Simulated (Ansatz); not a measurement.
Wanted: the native input for an Ansatz 0.2.0 run.

```yaml
Task: single point
Functional: PBE
Potentials_or_basis: all-electron LAPW, scalar-relativistic
Cutoff: 40 eV (chosen from the basis error)
Basis_error_allowed: 0.001 eV/atom
k_mesh: 7 × 7 × 7
Occupations: fermi-dirac, width 0.05 eV
Spin: no spin polarisation
```

Cs:

```xyz
1
Lattice="-2.7501 2.7501 4.0972 2.7501 -2.7501 4.0972 2.7501 2.7501 -4.0972" Properties=species:S:1:pos:R:3 pbc="T T T"
Cs    0.0000    0.0000    0.0000
```

This isn't the form of Cs at room conditions, which is bcc.

One way to write it, as run:

input.yaml

```yaml
crystal:
  lattice:
    - [-2.75007546, 2.75007546, 4.09723898]
    - [2.75007546, -2.75007546, 4.09723898]
    - [2.75007546, 2.75007546, -4.09723898]
  atoms:
    - { symbol: Cs, position: [0.0, 0.0, 0.0] }
kpoints:
  mp_grid: { grid: [7, 7, 7] }
scf:
  occupations: { method: fermi_dirac, width: 0.05 }
hamiltonian:
  xc: pbe
  pseudopotentials: { kind: all_electron, lapw: { basis_error: 0.001 } }
output:
  forces: true
  stress: true
  eigenvalues: true
  populations: true
```

Potentials or basis: all-electron LAPW, scalar-relativistic.

Run with:

```bash
$ ansatz run input.yaml --threads 1 --pin off --max-ram 3072MiB --backend cpu --events-out ev --progress --plain --runs-dir out
```

Results of the run:

The pressure is -0.1 GPa. The band gap on the k mesh is none (metal or under the smearing width).

It took 2.3 s on 1 thread of Arm Neoverse V1, on a shared host, peak memory 0.19 GiB.
